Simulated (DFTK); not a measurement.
Crystal: WC (Qusongite).

```xyz
2
Lattice="2.9065 0.0000 0.0000 -1.4532 2.5171 0.0000 0.0000 0.0000 2.8366" Properties=species:S:1:pos:R:3 pbc="T T T"
W     0.0000    0.0000    0.0000
C     1.4533    0.8390    1.4183
```

```yaml
Program: DFTK 0.8.2
Task: single point
Functional: PBEsol
Potentials_or_basis: dojo.nc.sr.pbesol.v0_4_1.standard.upf (PBEsol)
Cutoff: 1116 eV
k_mesh: 10 × 10 × 9
Occupations: fermi-dirac, width 0.05 eV
Spin: no spin polarisation
```

On this cell: pressure -3.1 GPa; largest force under 0.003 eV/Å; band gap on the k mesh none (metal or under the smearing width).

The same run follows on a disturbed copy (atoms moved at random, drawn with an rms of 0.05 Å):

```
W C
1.0
     2.90650    0.00000    0.00000
    -1.45325    2.51710    0.00000
     0.00000    0.00000    2.83660
W C
1 1
Direct
  0.00594 0.00668 0.01947
  0.68209 0.32485 0.51994
```

What does the disturbed cell give?

The energy (extrapolated to zero smearing) moves by +16.0 meV/atom; pressure -2.5 GPa; largest force 1.028 eV/Å; band gap on the k mesh none (metal or under the smearing width).

Forces on the atoms (eV/Å):
```
W    0.823 -0.615  0.019
C   -0.823  0.615 -0.019
```

Stress tensor (GPa, compression positive):
```
-0.73 -2.06  0.03
-2.06 -3.85 -0.02
 0.03 -0.02 -2.83
```
